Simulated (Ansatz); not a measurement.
## AlN under changes of volume

One of the cells (10.417 Å³/atom); the others are scaled copies at fixed shape and fractional positions:

```
CELL_PARAMETERS angstrom
0.00000 2.18399 2.18399
2.18399 0.00000 2.18399
2.18399 2.18399 0.00000
ATOMIC_POSITIONS crystal
Al 0.00000 0.00000 0.00000
N 0.25000 0.25000 0.25000
```

Measurements of this composition are mostly on another form, of space group No. 186.

| Item | Value |
| --- | --- |
| Program | Ansatz 0.2.0 |
| Functional | revPBE |
| Potentials or basis | Ansatz PAW |
| Cutoff | 420 eV (not typed: the program's choice for these potentials) |
| k mesh | 10 × 10 × 10 |
| Occupations | fermi-dirac, width 0.05 eV |
| Spin | no spin polarisation |

```tsv
volume (Å³/atom)	energy over the lowest point (meV/atom)	pressure (GPa)	gap on the mesh (eV)
9.792	67.20	22.7	3.38
10.001	41.35	17.2	3.37
10.209	?	?	?
10.417	9.40	7.7	3.35
10.626	2.13	3.5	3.34
10.834	0.00	-0.2	3.33
11.042	2.56	-3.6	3.32
```

Problem. What does the run at 10.209 Å³/atom give?

Solution. Energy over the lowest point 22.25 meV/atom; pressure 12.2 GPa; gap on the mesh 3.36 eV.

Worked out: A Birch-Murnaghan fit of order 3 (a polynomial in V^(-2/3)) to the other rows has its minimum at 10.82 Å³/atom with B0 = V·E''(V) = 189 GPa and B' = 3.6. It gives 22.31 meV/atom at 10.209 Å³/atom, against the run's 22.25, and -dE/dV = 12.2 GPa, against 12.2. A straight line through the other rows of the gap, of slope -0.499 eV per unit of ln V, gives 3.36 eV, against the run's 3.36.

Energies are extrapolated to zero smearing.

Caveats: the PAW data sets come from PBE, with cores solved anew for the run's functional, which leaves a small shift of forces and pressure.

A mesh can miss the band edges.
